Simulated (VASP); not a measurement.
# SiC (F-43m) in VASP: notebook

The runs below take SiC through relaxation of cell and atoms, with PBE.

Program: VASP 6.6.1. These are calculated values, not measurements. Logs are shortened: lines on timing, memory, paths and dates and some standing lists are left out, and cuts for length are marked.

## Step 1: The crystal as given

The structure is cubic, space group F-43m (No. 216). Conventional cell: a = 4.358 Å, b = 4.358 Å, c = 4.358 Å, α = 90.00°, β = 90.00°, γ = 90.00°. Si (site symmetry -43m) is surrounded by 4 C at 1.89 Å. C (site symmetry -43m) has 4 Si at 1.89 Å as nearest neighbours.

## Step 2: Relaxation of cell and atoms, PBE

INCAR

```
SYSTEM = SiC
PREC = Accurate ; ENCUT = 520
EDIFF = 1E-7 ; ISMEAR = 0
SIGMA = 0.02 ; LREAL = .False.
LASPH = .True. ; NELM = 60
ALGO = Fast ; ISIF = 3
LWAVE = .False. ; LCHARG = .False.
GGA = PE ; IBRION = 2
NSW = 80 ; EDIFFG = -0.002
KPAR = 4
```

KPOINTS

```
Automatic mesh
0
Gamma
  12 12 12
  0 0 0
```

POSCAR

```
SiC
1.0
    0.0000000000      2.1790000000      2.1790000000
    2.1790000000      0.0000000000      2.1790000000
    2.1790000000      2.1790000000      0.0000000000
Si C
1 1
Direct
    0.0000000000      0.0000000000      0.0000000000
    0.2500000000      0.2500000000      0.2500000000
```

Potentials or basis: VASP PAW PBE potentials, release 64 (Si, C).

Started as:

```
cat potpaw_PBE.64/Si/POTCAR potpaw_PBE.64/C/POTCAR > POTCAR
mpirun -np 4 vasp_std > vasp.out
```

OUTCAR:

```text
SYSTEM = SiC
   PREC = Accurate
   ENCUT = 520
   EDIFF = 1E-7
   ISMEAR = 0
   LREAL = .False.
   LASPH = .True.
   NELM = 60
   ISIF = 3
   GGA = PE
   IBRION = 2
   NSW = 80
   EDIFFG = -0.002

 ion  position               nearest neighbor table
   1  0.000  0.000  0.000-   2 1.89   2 1.89   2 1.89   2 1.89
   2  0.250  0.250  0.250-   1 1.89   1 1.89   1 1.89   1 1.89

  LATTYP: Found a face centered cubic cell.
 ALAT       =     4.3580000000

  Lattice vectors:

 A1 = (   0.0000000000,   2.1790000000,   2.1790000000)
 A2 = (   2.1790000000,   0.0000000000,   2.1790000000)
 A3 = (   2.1790000000,   2.1790000000,   0.0000000000)

Analysis of symmetry for initial positions (statically):
=====================================================================
 Subroutine PRICEL returns:
 Original cell was already a primitive cell.

 Routine SETGRP: Setting up the symmetry group for a
 face centered cubic supercell.

 Subroutine GETGRP returns: Found 24 space group operations
 (whereof 24 operations were pure point group operations)
 out of a pool of 48 trial point group operations.

The static configuration has the point symmetry T_d .

Analysis of symmetry for dynamics (positions and initial velocities):
=====================================================================
 Subroutine PRICEL returns:
 Original cell was already a primitive cell.

 Routine SETGRP: Setting up the symmetry group for a
 face centered cubic supercell.

 Subroutine GETGRP returns: Found 24 space group operations
 (whereof 24 operations were pure point group operations)
 out of a pool of 48 trial point group operations.

The dynamic configuration has the point symmetry T_d .

 Subroutine INISYM returns: Found 24 space group operations
 (whereof 24 operations are pure point group operations),
 and found     1 'primitive' translations

----------------------------------------------------------------------------------------

                                     Primitive cell

  volume of cell :      20.6920

  direct lattice vectors                    reciprocal lattice vectors
     0.000000000  2.179000000  2.179000000    -0.229463056  0.229463056  0.229463056
     2.179000000  0.000000000  2.179000000     0.229463056 -0.229463056  0.229463056
     2.179000000  2.179000000  0.000000000     0.229463056  0.229463056 -0.229463056

  length of vectors
     3.081571352  3.081571352  3.081571352     0.397441672  0.397441672  0.397441672

  position of ions in fractional coordinates (direct lattice)
     0.000000000  0.000000000  0.000000000
     0.250000000  0.250000000  0.250000000

  ion indices of the primitive-cell ions
   primitive index   ion index
                 1           1
                 2           2

----------------------------------------------------------------------------------------

 KPOINTS: Automatic mesh

Automatic generation of k-mesh.
 Grid dimensions read from file:
 generate k-points for:   12   12   12

 Generating k-lattice:

  Cartesian coordinates                     Fractional coordinates (reciprocal lattice)
    -0.019121921  0.019121921  0.019121921     0.083333333  0.000000000  0.000000000
     0.019121921 -0.019121921  0.019121921     0.000000000  0.083333333  0.000000000
     0.019121921  0.019121921 -0.019121921     0.000000000  0.000000000  0.083333333

  Length of vectors
     0.033120139  0.033120139  0.033120139

  Shift w.r.t. Gamma in fractional coordinates (k-lattice)
     0.000000000  0.000000000  0.000000000

 Subroutine IBZKPT returns following result:
 ===========================================

 Found     72 irreducible k-points:

 Following reciprocal coordinates:
            Coordinates               Weight
  0.000000  0.000000  0.000000      1.000000
  0.083333  0.000000  0.000000      8.000000
  0.166667  0.000000  0.000000      8.000000
  0.250000  0.000000  0.000000      8.000000
  0.333333  0.000000  0.000000      8.000000
  0.416667  0.000000  0.000000      8.000000
[... 16 lines left out ...]
  0.500000  0.166667  0.000000     24.000000
 -0.416667  0.166667  0.000000     24.000000
 [... further k-points ...]
   k-points           NKPTS =     72   k-points in BZ     NKDIM =     72   number of bands    NBANDS=      8
   number of dos      NEDOS =    301   number of ions     NIONS =      2
   total plane-waves  NPLWV =  13824
   dimension x,y,z NGX =    24 NGY =   24 NGZ =   24
   dimension x,y,z NGXF=    48 NGYF=   48 NGZF=   48
   ions per type =               1   1
   NGX,Y,Z   is equivalent  to a cutoff of  12.95, 12.95, 12.95 a.u.
   NGXF,Y,Z  is equivalent  to a cutoff of  25.90, 25.90, 25.90 a.u.
 SYSTEM =  SiC
   PREC   = accura    normal or accurate (medium, high low for compatibility)
   ISTART =      0    job   : 0-new  1-cont  2-samecut
   ICHARG =      2    charge: 1-file 2-atom 10-const
   ISPIN  =      1    spin polarized calculation?
   LNONCOLLINEAR =      F non collinear calculations
   LSORBIT =      F    spin-orbit coupling
   LASPH  =      T    aspherical Exc in radial PAW
   ENCUT  =  520.0 eV  38.22 Ry    6.18 a.u.   5.73  5.73  5.73*2*pi/ulx,y,z
   NELM   =     60;   NELMIN=  2; NELMDL= -5     # of ELM steps
   EDIFF  = 0.1E-06   stopping-criterion for ELM
   LREAL  =      F    real-space projection
   EDIFFG = -.2E-02   stopping-criterion for IOM
   NSW    =     80    number of steps for IOM
   IBRION =      2    ionic relax: 0-MD 1-quasi-New 2-CG
   NFREE  =      1    steps in history (QN), initial steepest desc. (CG)
   ISIF   =      3    stress and relaxation
   ISYM   =      2    0-nonsym 1-usesym 2-fastsym
   POTIM  = 0.5000    time-step for ionic-motion
   TEBEG  =    0.0;   TEEND  =   0.0 temperature during run
   PSTRESS=    0.0 pullay stress
   NELECT =       8.0000    total number of electrons
   NUPDOWN=      -1.0000    fix difference up-down
   EMIN   =  10.00;   EMAX   =-10.00  energy-range for DOS
   EFERMI =   0.00;   METHOD = LEGACY
   ISMEAR =     0;   SIGMA  =   0.02  broadening in eV -4-tet -1-fermi 0-gaus
   EFERMI_NEDOS =   21; number of points for ismear=-14 and -15
   IALGO  =     68    algorithm
   IMIX   =      4    mixing-type and parameters
     AMIX     =   0.40;   BMIX     =  1.00
     AMIX_MAG =   1.60;   BMIX_MAG =  1.00
  volume/ion in A,a.u.               =      10.35        69.82
  Fermi-wavevector in a.u.,A,eV,Ry     =   1.192626  2.253736 19.352338  1.422357
  Thomas-Fermi vector in A             =   2.328660
   LORBIT       =      0    0 simple, 1 ext, 2 COOP (PROOUT), +10 PAW based schemes
   GGA     = PE    functional components
   LHFCALC =     F    Hartree Fock is set to
   AEXX    =    0.0000 exact exchange contribution
   IVDW    =     0    specifies the selected vdW correction
   LEPSILON=     F    determine dielectric tensor
   LRPA    =     F    only Hartree local field effects (RPA)
 conjugate gradient relaxation of ions
 non-spin polarized calculation
 RMM-DIIS sequential band-by-band and
 Gauss-broadening in eV      SIGMA  =   0.02
  energy-cutoff  :      520.00
  volume of cell :       20.69
 maximum number of plane-waves:       568
   NGX = 11   NGY = 11   NGZ = 11

--------------------------------------- Ionic step        1  -------------------------------------------

 number of electron       8.0000001 magnetization

 Free energy of the ion-electron system (eV)
  ---------------------------------------------------
  ext. energy  EPLUGINS =         0.00000000
  ---------------------------------------------------
  free energy    TOTEN  =       -15.05784198 eV

  energy without entropy =      -15.05784198  energy(sigma->0) =      -15.05784198

------------------------ aborting loop because EDIFF is reached ----------------------------------------

  FORCE on cell =-STRESS in cart. coord.  units (eV):
  Direction    XX          YY          ZZ          XY          YZ          ZX
  --------------------------------------------------------------------------------------
  -------------------------------------------------------------------------------------
  Total        0.4146028      0.4146028      0.4146028     -0.0000000     -0.0000000      0.0000000
  in kB       32.1026704     32.1026704     32.1026704     -0.0000000     -0.0000000      0.0000000
  external PRESSURE =      32.1026704 kB  Pullay stress =       0.0000000 kB
[... 57 lines left out ...]
  energy  without entropy=      -15.0576919969  energy(sigma->0) =      -15.05769200

--------------------------------------- Ionic step        3  -------------------------------------------

 number of electron       8.0000001 magnetization

 Free energy of the ion-electron system (eV)
  ---------------------------------------------------
  ext. energy  EPLUGINS =         0.00000000
  ---------------------------------------------------
  free energy    TOTEN  =       -15.06086304 eV

  energy without entropy =      -15.06086304  energy(sigma->0) =      -15.06086304

 E-fermi :   8.0452     XC(G=0): -11.2921

 val. band max:        7.9427999375   @ k =   0.0000   0.0000   0.0000
 cond. band min:       9.3132928493   @ k =   0.5000   0.5000   0.0000
 fundamental gap:      1.3704929118
 Fermi energy:         8.0452387685

 k-point     1 :       0.0000    0.0000    0.0000
  band No.  band energies     occupation
      1      -7.3455      2.00000
      2       7.9428      2.00000
      3       7.9428      2.00000
      4       7.9428      2.00000
      5      14.0047      0.00000
      6      15.1487      0.00000
      7      15.1487      0.00000
      8      15.1487      0.00000
[... 243 lines left out ...]
 k-point    24 :      -0.4167    0.1667    0.0000
  band No.  band energies     occupation
      1      -3.5137      2.00000
      2       0.0051      2.00000
      3       4.8758      2.00000
      4       6.4408      2.00000
      5      13.0399      0.00000
      6      15.5608      0.00000
      7      16.4086      0.00000
      8      18.9827      0.00000

 [... further k-points ...]

------------------------ aborting loop because EDIFF is reached ----------------------------------------

  FORCE on cell =-STRESS in cart. coord.  units (eV):
  Direction    XX          YY          ZZ          XY          YZ          ZX
  --------------------------------------------------------------------------------------
  -------------------------------------------------------------------------------------
  Total        0.0002253      0.0002253      0.0002253     -0.0000000      0.0000000     -0.0000000
  in kB        0.0171938      0.0171938      0.0171938     -0.0000000      0.0000000     -0.0000000
  external PRESSURE =       0.0171938 kB  Pullay stress =       0.0000000 kB
[... 17 lines left out ...]
  FREE ENERGIE OF THE ION-ELECTRON SYSTEM (eV)
  ---------------------------------------------------
  free  energy   TOTEN  =       -15.0608630408 eV

  energy  without entropy=      -15.0608630408  energy(sigma->0) =      -15.06086304

 reached required accuracy - stopping structural energy minimisation
```

It took 5.9 s on 4 MPI ranks of Intel Xeon Platinum 8488C (Sapphire Rapids), shared host; peak memory 0.13 GiB.

Results:

```yaml
Free_energy: -15.0609 eV
Relaxed_volume: 10.50 Å³/atom
Relaxed_cell: a = 3.097 Å, b = 3.097 Å, c = 3.097 Å, α = 60.00°, β = 60.00°, γ = 60.00°
Space_group_after_relaxing_to_0.05_Å: F-43m (No. 216)
Energy_gained_by_relaxing: 1.5 meV/atom
Ionic_steps: 3
Pressure_after_relaxing: 0.0 GPa
Band_gap_on_the_k_mesh: 1.37 eV, indirect (least direct gap 4.53 eV)
```

Step by step:
```
step  energy change (eV)  largest force (eV/Å)  pressure (GPa)  volume (Å³)
   1              0.0000                0.0000            3.21        20.69
   2              0.0001                0.0000           -3.12        21.32
   3             -0.0030                0.0000            0.00        21.00
```

Final structure:
```
CELL_PARAMETERS angstrom
0.00000 2.18970 2.18970
2.18970 0.00000 2.18970
2.18970 2.18970 0.00000
ATOMIC_POSITIONS crystal
Si 0.00000 0.00000 0.00000
C 0.25000 0.25000 0.25000
```

A k mesh can miss the band edges. A hybrid or GW would open this gap; PBE tends to underestimate it.

## Step 3: Relaxation of cell and atoms, PBE

This run uses another cell than the first one, of 10.50 Å³/atom, 1.015 times its volume.

INCAR is that of step 2.

KPOINTS is that of step 2.

POSCAR

```
SiC                                     
1.0
   -0.0000000000      2.1897029319      2.1897029319
    2.1897029319     -0.0000000000      2.1897029319
    2.1897029319      2.1897029319      0.0000000000
  Si              C             
     1     1
Direct
     0.0000000000000000    0.0000000000000000    0.0000000000000000
     0.2500000000000000    0.2500000000000000    0.2500000000000000
```

Potentials or basis: VASP PAW PBE potentials, release 64 (Si, C).

Started as:

```
cat potpaw_PBE.64/Si/POTCAR potpaw_PBE.64/C/POTCAR > POTCAR
mpirun -np 4 vasp_std > vasp.out
```

It took 3.2 s on 4 MPI ranks of Intel Xeon Platinum 8488C (Sapphire Rapids), shared host; peak memory 0.12 GiB.

Results (log left out):

| Quantity | Value |
| --- | --- |
| Free energy | -15.0610 eV |
| Pressure after relaxing | 0.0 GPa |
| Band gap on the k mesh | 1.37 eV, indirect (least direct gap 4.53 eV) |

Final structure:
```
Si C
1.0
     0.00000    2.18970    2.18970
     2.18970    0.00000    2.18970
     2.18970    2.18970    0.00000
Si C
1 1
Direct
  0.00000 0.00000 0.00000
  0.25000 0.25000 0.25000
```

Levels at points of the mesh, in eV from the valence-band top:
```tsv
k point	band 1	band 2	band 3	band 4	band 5	band 6	band 7	band 8
(0.00, 0.00, 0.00)	-15.29	0.00	0.00	0.00	6.06	7.21	7.21	7.21
(0.50, 0.00, 0.00)	-11.78	-8.45	-1.05	-1.05	5.30	7.17	7.17	9.97
(0.50, 0.50, 0.00)	-10.34	-7.75	-3.16	-3.16	1.37	4.27	13.86	14.58
```

Caveat: the relaxation stopped at its first step, so nothing moved.
